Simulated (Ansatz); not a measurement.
A run of Ansatz 0.2.0:

input.yaml

```yaml
crystal:
  lattice:
    - [-1.569037, 1.569037, 1.569037]
    - [1.569037, -1.569037, 1.569037]
    - [1.569037, 1.569037, -1.569037]
  atoms:
    - { symbol: Zn, position: [0.0, 0.0, 0.0] }
hamiltonian:
  xc: pbesol
  pseudopotentials: { kind: paw }
kpoints:
  mp_grid: { grid: [12, 12, 12] }
scf:
  occupations: { method: fermi_dirac, width: 0.05 }
output:
  forces: true
  stress: true
  eigenvalues: true
  write_density: true
  write_potential: true
  elf: true
  volumetric_format: npy
relax:
  f_tol: 0.01
  max_steps: 40
  cell: { stress_tol: 0.05, p_target: 2.0 }
```

Potentials or basis: Ansatz PAW.

Command:

```bash
$ ansatz run input.yaml --threads 2 --pin off --max-ram 5632MiB --backend cpu --events-out ev --progress --plain --runs-dir out
```

Hardware: 2 threads of Arm Neoverse V1, with other jobs on the host.

Q: How long does it take, and how much memory?

A: It took 3.9 s on 2 threads of Arm Neoverse V1 (shared host), peak memory 0.28 GiB. Counts: scf iterations 32, plane waves 249, k points 72, bands 10, ion steps 6.
